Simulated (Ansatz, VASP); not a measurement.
Two plane-wave programs on PbO2

```
CELL_PARAMETERS angstrom
0.00000 2.70199 2.70199
2.70199 0.00000 2.70199
2.70199 2.70199 0.00000
ATOMIC_POSITIONS crystal
Pb 0.00000 0.00000 0.00000
O 0.25000 0.25000 0.25000
O 0.75000 0.75000 0.75000
```

Alike in both runs: task single point; functional PBE; k mesh 4 × 4 × 4; occupations gaussian, width 0.1 eV; no spin polarisation.

```csv
,VASP,Ansatz
version,VASP 6.6.1,Ansatz 0.2.0
potentials or method,"VASP PAW PBE potentials, release 64 (Pb_d, O)","scalar-relativistic, plane waves, PAW"
plane-wave cutoff (eV),520,420
valence electrons in the cell,26,26
```

Ansatz gave:

- gap on the k mesh at the Fermi level (eV): none
- pressure (GPa): 0.0

Question: What did VASP give for the same quantities?

Answer: gap on the k mesh at the Fermi level (eV): none; pressure (GPa): 0.2.

A gap of «none» marks a metal or a gap that the smearing closes. With one functional, cell and mesh, what is left measures potentials, basis and numerics. Ansatz warned: «band_edges_overlap».

Caveats: the k mesh is coarse (spacing up to 0.50 Å⁻¹), so the values aren't converged. The runs have no spin-orbit coupling, so splittings on Pb are missing.
